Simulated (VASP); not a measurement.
# CdSe (P6_3mc) in VASP: notebook

The runs below take CdSe through single point, relaxation of cell and atoms, with PBE.

All numbers are computed with VASP 6.6.1; they aren't measurements. Logs are shortened: lines on timing, memory, paths and dates and some standing lists are left out, and cuts for length are marked.

**What was measured.**

From a printed reference work, data compilation, for a bulk crystal of CdSe at 2 K: band gap 1.841 eV.

How close the calculation comes is told below.

## Step 1: The cell of the first run

It takes space group P6_3mc (No. 186, hexagonal). Conventional cell: a = 4.383 Å, b = 4.383 Å, c = 7.154 Å, α = 90.00°, β = 90.00°, γ = 120.00°. Cd (site symmetry 3m) has 4 Se at 2.68 to 2.69 Å within 3.5 Å. Within 3.5 Å of Se (site symmetry 3m) lie 4 Cd at 2.68 to 2.69 Å.

## Step 2: Single point, PBE

Input file INCAR:

```
  ALGO = Normal
  EDIFF = 1E-7
  ENCUT = 520
  GGA = PE
  ISIF = 2
  ISMEAR = 0
  LASPH = T
  LCHARG = F
  LREAL = F
  LWAVE = F
  NBANDS = 26
  NELM = 60
  PREC = Accurate
  SIGMA = 0.01
```

Input file KPOINTS:

```
k-points
0
Gamma
  6 6 4
```

Input file POSCAR:

```
CdSe
1.0
    4.3833699909      0.0000000000      0.0000000000
   -2.1916849955      3.7961097663      0.0000000000
    0.0000000000      0.0000000000      7.1535421187
Cd Se
2 2
Direct
    0.3333333333      0.6666666667      0.0045811673
    0.6666666667      0.3333333333      0.5045811673
    0.3333333333      0.6666666667      0.3804188327
    0.6666666667      0.3333333333      0.8804188327
```

Potentials or basis: VASP PAW PBE potentials, release 64 (Cd, Se).

Run with:

```bash
> cat potpaw_PBE.64/Cd/POTCAR potpaw_PBE.64/Se/POTCAR > POTCAR
> mpirun -np 1 vasp_std > vasp.out
```

OUTCAR:

```text
EDIFF = 1E-7
   ENCUT = 520
   GGA = PE
   ISIF = 2
   ISMEAR = 0
   LASPH = T
   LREAL = F
   NELM = 60
   PREC = Accurate

 ion  position               nearest neighbor table
   1  0.333  0.667  0.005-   4 2.68   4 2.68   4 2.68   3 2.69
   2  0.667  0.333  0.505-   3 2.68   3 2.68   3 2.68   4 2.69
   3  0.333  0.667  0.380-   2 2.68   2 2.68   2 2.68   1 2.69
   4  0.667  0.333  0.880-   1 2.68   1 2.68   1 2.68   2 2.69

  LATTYP: Found a hexagonal cell.
 ALAT       =     4.3833699909
 C/A-ratio  =     1.6319731470

  Lattice vectors:

 A1 = (   4.3833699909,   0.0000000000,   0.0000000000)
 A2 = (  -2.1916849955,   3.7961097663,   0.0000000000)
 A3 = (   0.0000000000,   0.0000000000,   7.1535421187)

Analysis of symmetry for initial positions (statically):
=====================================================================
 Subroutine PRICEL returns:
 Original cell was already a primitive cell.

 Routine SETGRP: Setting up the symmetry group for a
 hexagonal supercell.

 Subroutine GETGRP returns: Found 12 space group operations
 (whereof  6 operations were pure point group operations)
 out of a pool of 24 trial point group operations.

The static configuration has the point symmetry C_3v.
 The point group associated with its full space group is C_6v.

Analysis of symmetry for dynamics (positions and initial velocities):
=====================================================================
 Subroutine PRICEL returns:
 Original cell was already a primitive cell.

 Routine SETGRP: Setting up the symmetry group for a
 hexagonal supercell.

 Subroutine GETGRP returns: Found 12 space group operations
 (whereof  6 operations were pure point group operations)
 out of a pool of 24 trial point group operations.

The dynamic configuration has the point symmetry C_3v.
 The point group associated with its full space group is C_6v.

 Subroutine INISYM returns: Found 12 space group operations
 (whereof  6 operations are pure point group operations),
 and found     1 'primitive' translations

----------------------------------------------------------------------------------------

                                     Primitive cell

  volume of cell :     119.0332

  direct lattice vectors                    reciprocal lattice vectors
     4.383369991  0.000000000  0.000000000     0.228134974  0.131713789  0.000000000
    -2.191684996  3.796109766  0.000000000     0.000000000  0.263427578  0.000000000
     0.000000000  0.000000000  7.153542119     0.000000000  0.000000000  0.139790887

  length of vectors
     4.383369991  4.383369991  7.153542119     0.263427578  0.263427578  0.139790887

  position of ions in fractional coordinates (direct lattice)
     0.333333333  0.666666667  0.004581167
     0.666666667  0.333333333  0.504581167
     0.333333333  0.666666667  0.380418833
     0.666666667  0.333333333  0.880418833

  ion indices of the primitive-cell ions
   primitive index   ion index
                 1           1
                 2           2
                 3           3
                 4           4

----------------------------------------------------------------------------------------

 KPOINTS: k-points

Automatic generation of k-mesh.
 Grid dimensions read from file:
 generate k-points for:    6    6    4

 Generating k-lattice:

  Cartesian coordinates                     Fractional coordinates (reciprocal lattice)
     0.038022496  0.021952298  0.000000000     0.166666667 -0.000000000  0.000000000
     0.000000000  0.043904596  0.000000000     0.000000000  0.166666667  0.000000000
     0.000000000  0.000000000  0.034947722     0.000000000  0.000000000  0.250000000

  Length of vectors
     0.043904596  0.043904596  0.034947722

  Shift w.r.t. Gamma in fractional coordinates (k-lattice)
     0.000000000  0.000000000  0.000000000

 Subroutine IBZKPT returns following result:
 ===========================================

 Found     21 irreducible k-points:

 Following reciprocal coordinates:
            Coordinates               Weight
  0.000000  0.000000  0.000000      1.000000
  0.166667  0.000000  0.000000      6.000000
  0.333333  0.000000  0.000000      6.000000
  0.500000  0.000000  0.000000      3.000000
  0.166667  0.166667  0.000000      6.000000
  0.333333  0.166667  0.000000     12.000000
[... 13 lines left out ...]
  0.333333  0.166667  0.500000     12.000000
  0.333333  0.333333  0.500000      2.000000
   k-points           NKPTS =     21   k-points in BZ     NKDIM =     21   number of bands    NBANDS=     26
   number of dos      NEDOS =    301   number of ions     NIONS =      4
   total plane-waves  NPLWV =  69984
   dimension x,y,z NGX =    36 NGY =   36 NGZ =   54
   dimension x,y,z NGXF=    72 NGYF=   72 NGZF=  108
   ions per type =               2   2
   NGX,Y,Z   is equivalent  to a cutoff of  13.65, 13.65, 12.55 a.u.
   NGXF,Y,Z  is equivalent  to a cutoff of  27.31, 27.31, 25.10 a.u.
 SYSTEM =  unknown system
   PREC   = accura    normal or accurate (medium, high low for compatibility)
   ISTART =      0    job   : 0-new  1-cont  2-samecut
   ICHARG =      2    charge: 1-file 2-atom 10-const
   ISPIN  =      1    spin polarized calculation?
   LNONCOLLINEAR =      F non collinear calculations
   LSORBIT =      F    spin-orbit coupling
   LASPH  =      T    aspherical Exc in radial PAW
   ENCUT  =  520.0 eV  38.22 Ry    6.18 a.u.   8.15  8.15 13.30*2*pi/ulx,y,z
   NELM   =     60;   NELMIN=  2; NELMDL= -5     # of ELM steps
   EDIFF  = 0.1E-06   stopping-criterion for ELM
   LREAL  =      F    real-space projection
   EDIFFG = 0.1E-05   stopping-criterion for IOM
   NSW    =      0    number of steps for IOM
   IBRION =     -1    ionic relax: 0-MD 1-quasi-New 2-CG
   NFREE  =      0    steps in history (QN), initial steepest desc. (CG)
   ISIF   =      2    stress and relaxation
   ISYM   =      2    0-nonsym 1-usesym 2-fastsym
   POTIM  = 0.5000    time-step for ionic-motion
   TEBEG  =    0.0;   TEEND  =   0.0 temperature during run
   PSTRESS=    0.0 pullay stress
   NELECT =      36.0000    total number of electrons
   NUPDOWN=      -1.0000    fix difference up-down
   EMIN   =  10.00;   EMAX   =-10.00  energy-range for DOS
   EFERMI =   0.00;   METHOD = LEGACY
   ISMEAR =     0;   SIGMA  =   0.01  broadening in eV -4-tet -1-fermi 0-gaus
   EFERMI_NEDOS =   21; number of points for ismear=-14 and -15
   IALGO  =     38    algorithm
   IMIX   =      4    mixing-type and parameters
     AMIX     =   0.40;   BMIX     =  1.00
     AMIX_MAG =   1.60;   BMIX_MAG =  1.00
  volume/ion in A,a.u.               =      29.76       200.82
  Fermi-wavevector in a.u.,A,eV,Ry     =   1.098887  2.076595 16.429747  1.207552
  Thomas-Fermi vector in A             =   2.235272
   LORBIT       =      0    0 simple, 1 ext, 2 COOP (PROOUT), +10 PAW based schemes
   GGA     = PE    functional components
   LHFCALC =     F    Hartree Fock is set to
   AEXX    =    0.0000 exact exchange contribution
   IVDW    =     0    specifies the selected vdW correction
   LEPSILON=     F    determine dielectric tensor
   LRPA    =     F    only Hartree local field effects (RPA)
 non-spin polarized calculation
 Gauss-broadening in eV      SIGMA  =   0.01
  energy-cutoff  :      520.00
  volume of cell :      119.03
 maximum number of plane-waves:      3232
 NGX is ok and might be reduce to    36
   NGX = 17   NGY = 17   NGZ = 27

 number of electron      36.0000003 magnetization

 Free energy of the ion-electron system (eV)
  ---------------------------------------------------
  ext. energy  EPLUGINS =         0.00000000
  ---------------------------------------------------
  free energy    TOTEN  =       -10.99084462 eV

  energy without entropy =      -10.99084462  energy(sigma->0) =      -10.99084462

 E-fermi :   0.6184     XC(G=0):  -8.6251

 val. band max:        0.5170524505   @ k =   0.0000   0.0000   0.0000
 cond. band min:       1.0574029005   @ k =   0.0000   0.0000   0.0000
 fundamental gap:      0.5403504500
 Fermi energy:         0.6184245996

 k-point     1 :       0.0000    0.0000    0.0000
  band No.  band energies     occupation
      1     -11.7828      2.00000
      2     -11.4537      2.00000
      3      -7.2413      2.00000
      4      -7.2361      2.00000
      5      -7.2361      2.00000
      6      -7.1785      2.00000
[... 18 lines left out ...]
     25       7.4712      0.00000
     26       8.0165      0.00000

 k-point     2 :       0.1667    0.0000    0.0000
  band No.  band energies     occupation
      1     -11.7105      2.00000
      2     -11.4213      2.00000
      3      -7.2193      2.00000
      4      -7.2116      2.00000
      5      -7.1759      2.00000
      6      -7.1445      2.00000
[... 18 lines left out ...]
     25       7.6542      0.00000
     26       8.0555      0.00000

 k-point     3 :       0.3333    0.0000    0.0000
  band No.  band energies     occupation
      1     -11.5533      2.00000
      2     -11.3668      2.00000
      3      -7.1814      2.00000
      4      -7.1728      2.00000
      5      -7.0815      2.00000
      6      -7.0762      2.00000
[... 18 lines left out ...]
     25       8.2892      0.00000
     26       8.5332      0.00000

 k-point     4 :       0.5000    0.0000    0.0000
  band No.  band energies     occupation
      1     -11.4590      2.00000
      2     -11.3541      2.00000
      3      -7.1681      2.00000
      4      -7.1600      2.00000
      5      -7.0447      2.00000
      6      -7.0299      2.00000
[... 18 lines left out ...]
     25       8.3159      0.00000
     26       9.9690      0.00000

 k-point     5 :       0.1667    0.1667    0.0000
  band No.  band energies     occupation
      1     -11.5951      2.00000
      2     -11.3785      2.00000
      3      -7.1871      2.00000
      4      -7.1818      2.00000
      5      -7.1037      2.00000
      6      -7.1004      2.00000
[... 18 lines left out ...]
     25       8.1807      0.00000
     26       8.4663      0.00000

 k-point     6 :       0.3333    0.1667    0.0000
  band No.  band energies     occupation
      1     -11.4603      2.00000
      2     -11.3541      2.00000
      3      -7.1767      2.00000
      4      -7.1418      2.00000
      5      -7.0567      2.00000
      6      -7.0477      2.00000
[... 340 lines left out ...]
 k-point    18 :       0.5000    0.0000    0.5000
  band No.  band energies     occupation
      1     -11.4009      2.00000
      2     -11.4009      2.00000
      3      -7.1409      2.00000
      4      -7.1409      2.00000
      5      -7.0995      2.00000
      6      -7.0995      2.00000
[... 18 lines left out ...]
     25       8.3351      0.00000
     26       8.3351      0.00000

 k-point    19 :       0.1667    0.1667    0.5000
  band No.  band energies     occupation
      1     -11.4827      2.00000
      2     -11.4827      2.00000
      3      -7.1519      2.00000
      4      -7.1519      2.00000
      5      -7.1336      2.00000
      6      -7.1336      2.00000
[... 18 lines left out ...]
     25       7.9408      0.00000
     26       7.9408      0.00000

 k-point    20 :       0.3333    0.1667    0.5000
  band No.  band energies     occupation
      1     -11.4016      2.00000
      2     -11.4016      2.00000
      3      -7.1285      2.00000
      4      -7.1285      2.00000
      5      -7.1043      2.00000
      6      -7.1043      2.00000
[... 18 lines left out ...]
     25       8.3709      0.00000
     26       8.3709      0.00000

 k-point    21 :       0.3333    0.3333    0.5000
  band No.  band energies     occupation
      1     -11.3752      2.00000
      2     -11.3752      2.00000
      3      -7.1106      2.00000
      4      -7.1106      2.00000
      5      -7.1029      2.00000
      6      -7.1029      2.00000
[... 18 lines left out ...]
     25       9.1053      0.00000
     26       9.1053      0.00000

------------------------ aborting loop because EDIFF is reached ----------------------------------------

  FORCE on cell =-STRESS in cart. coord.  units (eV):
  Direction    XX          YY          ZZ          XY          YZ          ZX
  --------------------------------------------------------------------------------------
  -------------------------------------------------------------------------------------
  Total        0.1932269      0.1932269      0.1784923     -0.0000000      0.0000000      0.0000000
  in kB        2.6008185      2.6008185      2.4024927     -0.0000000      0.0000000      0.0000000
  external PRESSURE =       2.5347099 kB  Pullay stress =       0.0000000 kB

 VOLUME and BASIS-vectors are now :
 -----------------------------------------------------------------------------
  energy-cutoff  :      520.00
  volume of cell :      119.03
      direct lattice vectors                 reciprocal lattice vectors
     4.383369991  0.000000000  0.000000000     0.228134974  0.131713789  0.000000000
    -2.191684996  3.796109766  0.000000000     0.000000000  0.263427578  0.000000000
     0.000000000  0.000000000  7.153542119     0.000000000  0.000000000  0.139790887

 POSITION                                       TOTAL-FORCE (eV/Angst)
 -----------------------------------------------------------------------------------
     -0.00000      2.53074      0.03277         0.000000      0.000000      0.003046
      2.19168      1.26537      3.60954        -0.000000     -0.000000      0.003046
     -0.00000      2.53074      2.72134        -0.000000      0.000000     -0.003046
      2.19168      1.26537      6.29811         0.000000     -0.000000     -0.003046
 -----------------------------------------------------------------------------------
    total drift:                               -0.000000     -0.000000      0.000449

  FREE ENERGIE OF THE ION-ELECTRON SYSTEM (eV)
  ---------------------------------------------------
  free  energy   TOTEN  =       -10.9908446153 eV

  energy  without entropy=      -10.9908446153  energy(sigma->0) =      -10.99084462
```

It took 44 s on 1 thread of AMD EPYC 9R45 (Zen 5), shared host; peak memory 0.24 GiB.

Results:

| Item | Value |
| --- | --- |
| Free energy | -10.9908 eV |
| Pressure | 0.3 GPa |
| Largest force | 0.003 eV/Å |
| Band gap on the k mesh | 0.54 eV |

Forces on the atoms (eV/Å):
```
Cd   0.000  0.000  0.003
Cd   0.000  0.000  0.003
Se   0.000  0.000 -0.003
Se   0.000  0.000 -0.003
```

## Step 3: Single point, PBE

Input file INCAR:

```
PREC = Accurate
ENCUT = 520
EDIFF = 1E-6
ISMEAR = 0
SIGMA = 0.01
LREAL = F
LASPH = T
NELM = 60
ALGO = Normal
ISIF = 2
LWAVE = F
LCHARG = F
GGA = PE
NBANDS = 26
```

Input file KPOINTS:

```
Automatic mesh
0
Gamma
  6 6 4
```

Input file POSCAR:

```
CdSe
1.0
    4.3833698277      0.0000000000      0.0000000000
   -2.1916849139      3.7961096250      0.0000000000
    0.0000000000      0.0000000000      7.1535427203
Cd Se
2 2
Direct
    0.3333333333      0.6666666667      0.0045811983
    0.6666666667      0.3333333333      0.5045811983
    0.3333333333      0.6666666667      0.3804188017
    0.6666666667      0.3333333333      0.8804188017
```

Potentials or basis: VASP PAW PBE potentials, release 64 (Cd, Se).

Run with:

```bash
> cat potpaw_PBE.64/Cd/POTCAR potpaw_PBE.64/Se/POTCAR > POTCAR
> mpirun -np 1 vasp_std > vasp.out
```

OUTCAR:

```text
PREC = Accurate
   ENCUT = 520
   EDIFF = 1E-6
   ISMEAR = 0
   LREAL = F
   LASPH = T
   NELM = 60
   ISIF = 2
   GGA = PE

 ion  position               nearest neighbor table
   1  0.333  0.667  0.005-   4 2.68   4 2.68   4 2.68   3 2.69
   2  0.667  0.333  0.505-   3 2.68   3 2.68   3 2.68   4 2.69
   3  0.333  0.667  0.380-   2 2.68   2 2.68   2 2.68   1 2.69
   4  0.667  0.333  0.880-   1 2.68   1 2.68   1 2.68   2 2.69

  LATTYP: Found a hexagonal cell.
 ALAT       =     4.3833698277
 C/A-ratio  =     1.6319733450

  Lattice vectors:

 A1 = (   4.3833698277,   0.0000000000,   0.0000000000)
 A2 = (  -2.1916849139,   3.7961096250,   0.0000000000)
 A3 = (   0.0000000000,   0.0000000000,   7.1535427203)

Analysis of symmetry for initial positions (statically):
=====================================================================
 Subroutine PRICEL returns:
 Original cell was already a primitive cell.

 Routine SETGRP: Setting up the symmetry group for a
 hexagonal supercell.

[... 165 lines left out ...]
  free energy    TOTEN  =       -10.99084428 eV

  energy without entropy =      -10.99084428  energy(sigma->0) =      -10.99084428

 E-fermi :   0.6185     XC(G=0):  -8.6251

 val. band max:        0.5171214787   @ k =   0.0000   0.0000   0.0000
 cond. band min:       1.0574085396   @ k =   0.0000   0.0000   0.0000
 fundamental gap:      0.5402870608
 Fermi energy:         0.6184820625

 k-point     1 :       0.0000    0.0000    0.0000
  band No.  band energies     occupation
      1     -11.7827      2.00000
      2     -11.4536      2.00000
      3      -7.2412      2.00000
      4      -7.2361      2.00000
      5      -7.2361      2.00000
      6      -7.1784      2.00000
[... 598 lines left out ...]
     25       9.1053      0.00000
     26       9.1053      0.00000

------------------------ aborting loop because EDIFF is reached ----------------------------------------

  FORCE on cell =-STRESS in cart. coord.  units (eV):
  Direction    XX          YY          ZZ          XY          YZ          ZX
  --------------------------------------------------------------------------------------
  -------------------------------------------------------------------------------------
  Total        0.1884023      0.1884023      0.1736084     -0.0000000      0.0000000      0.0000000
  in kB        2.5358804      2.5358804      2.3367553     -0.0000000      0.0000000      0.0000000
  external PRESSURE =       2.4695054 kB  Pullay stress =       0.0000000 kB

 VOLUME and BASIS-vectors are now :
 -----------------------------------------------------------------------------
  energy-cutoff  :      520.00
  volume of cell :      119.03
      direct lattice vectors                 reciprocal lattice vectors
     4.383369828  0.000000000  0.000000000     0.228134983  0.131713794  0.000000000
    -2.191684914  3.796109625  0.000000000     0.000000000  0.263427587  0.000000000
     0.000000000  0.000000000  7.153542720     0.000000000  0.000000000  0.139790876

 POSITION                                       TOTAL-FORCE (eV/Angst)
 -----------------------------------------------------------------------------------
     -0.00000      2.53074      0.03277        -0.000000      0.000000      0.003039
      2.19168      1.26537      3.60954        -0.000000     -0.000000      0.003039
     -0.00000      2.53074      2.72134         0.000000      0.000000     -0.003039
      2.19168      1.26537      6.29811        -0.000000     -0.000000     -0.003039
 -----------------------------------------------------------------------------------
    total drift:                               -0.000000     -0.000000      0.000462

  FREE ENERGIE OF THE ION-ELECTRON SYSTEM (eV)
  ---------------------------------------------------
  free  energy   TOTEN  =       -10.9908442794 eV

  energy  without entropy=      -10.9908442794  energy(sigma->0) =      -10.99084428
```

stdout:

```text
POSCAR found type information on POSCAR CdSe
 POSCAR found :  2 types and       4 ions
 scaLAPACK will be used
 LDA part: xc-table for (Slater+PW92), standard interpolation
 POSCAR, INCAR and KPOINTS ok, starting setup
 FFT: planning ... GRIDC
 FFT: planning ... GRID_SOFT
 FFT: planning ... GRID
 WAVECAR not read
 entering main loop
```

It took 38 s on 1 thread of AMD EPYC 9R45 (Zen 5), shared host; peak memory 0.23 GiB.

What came out:

```yaml
Free_energy: -10.9908 eV
Pressure: 0.2 GPa
Largest_force: 0.003 eV/Å
Band_gap_on_the_k_mesh: 0.54 eV
```

Forces in eV/Å, atoms in the order of the input:
```
Cd   0.000  0.000  0.003
Cd   0.000  0.000  0.003
Se   0.000  0.000 -0.003
Se   0.000  0.000 -0.003
```

(Part 1 of 2 ends here.)
